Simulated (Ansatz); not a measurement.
SiO$_{2}$: energy along a strain

SiO$_{2}$, P6_422, a = 5.039 Å, c = 5.525 Å. This isn't the usual stable structure of the compound. Ansatz: LDA, PAW, 420 eV, Γ-centred 6×6×4 mesh on 9 atoms, Gaussian smearing 0.05 eV; no spin polarisation. Cell vectors (Å): 5.039 0.000 0.000; -2.519 4.364 0.000; 0.000 0.000 5.525. The cell is strained by x per cent times the pattern (1 1 0 0 0 0) in the order xx yy zz yz xz xy (engineering shears), with fractional coordinates held. y is the free energy over the start, V0 = 13.497 Å³/atom.

| x (%) | y (meV/atom) |
| --- | --- |
| -6.00 | 134.99 |
| -4.50 | 73.79 |
| -3.00 | 31.87 |
| -1.50 | 7.83 |
| 0.00 | 0.00 |
| 1.50 | 7.41 |
| 3.00 | 28.56 |
| 4.50 | 62.45 |
| 5.25 | 83.84 |
| 6.00 | ? |

**Question.** Fit y = c2 x² + c3 x³ to the other rows, get the stiffness along the pattern, and predict the missing energy.

**Answer.** Least squares on the rows shown. y = 3.3693 x² − 0.062890 x³. The clamped-ion stiffness p·C·p = 2 × 33.69 eV × 160.2 / 13.497 Å³ = 800 GPa. At x = 6.00 the fit asked for gives 107.71 meV/atom. The run gave 107.93 meV/atom, so the fit is 0.22 meV/atom too low, 0.16 % of the span of the series, against an rms of 0.10 meV/atom on the fitted rows. The row lies outside the fitted range. With a term in x⁴ added, a fit to the same known rows predicts 108.03 meV/atom, a smaller miss on the other side.